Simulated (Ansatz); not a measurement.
# PbS: rattling a relaxed structure

The cell was found from a structure generator's guess, not taken from experiment.

These are results of Ansatz 0.2.0, DFT PBE, scalar-relativistic, plane waves, PAW, not measurements. Settings: cutoff 420 eV, Γ-centred mesh 6×6×6 on the computed 4-atom cell, Gaussian smearing of 0.02 eV; no spin polarisation.

The cell below (4 atoms, space group P6_3/mmc (No. 194)) is relaxed within its symmetry.

```yaml
crystal:
  lattice:
    - [5.03077, 0.00000, 0.00000]
    - [-2.51539, 4.35678, 0.00000]
    - [0.00000, 0.00000, 6.02121]
  atoms:
    - { symbol: Pb, position: [0.33333, 0.66667, 0.25000] }
    - { symbol: Pb, position: [0.66667, 0.33333, 0.75000] }
    - { symbol: S, position: [0.66667, 0.33333, 0.25000] }
    - { symbol: S, position: [0.33333, 0.66667, 0.75000] }
```

For the test a repeat of it with 8 atoms (edges 5.03, 6.02, 8.71 Å) was strained at random (σ = 1.5 % a component), the atoms were moved at random (σ = 0.10 Å), and all was relaxed again on a coarse 4×2×2 mesh (in the run’s order of axes) with 0.10 eV smearing, with no symmetry imposed.

Spin–orbit coupling, which can matter for Pb, is left out.

Problem. Is the structure stable against such a distortion?

Solution. It doesn't return. The energy falls by 115 meV/atom on that mesh, the volume changes by -12.7 %, and the end has space group I4mm (No. 107) at a loose tolerance. Relaxed again on a 12×12×12 mesh with 0.02 eV smearing, the new structure lies 75 meV/atom below the first (mesh in the axes of the run's cell; the cell below is made exact in the group named). Space group I4mm (No. 107), tetragonal, a = 4.249 Å, c = 6.011 Å. Pb has 6 S at 2.99–3.02 Å; around S lie 6 Pb at 2.99–3.02 Å.

```cif
data_structure
_symmetry_space_group_name_H-M 'I4mm'
_symmetry_Int_Tables_number 107
_cell_length_a 4.2485
_cell_length_b 4.2485
_cell_length_c 6.0107
_cell_angle_alpha 90.000
_cell_angle_beta 90.000
_cell_angle_gamma 90.000
_cell_volume 108.49
loop_
_atom_site_label
_atom_site_type_symbol
_atom_site_symmetry_multiplicity
_atom_site_Wyckoff_symbol
_atom_site_fract_x
_atom_site_fract_y
_atom_site_fract_z
_atom_site_occupancy
Pb1 Pb 2 a 0.50000 0.50000 0.00177 1
S1 S 2 a 0.50000 0.50000 0.49880 1
```
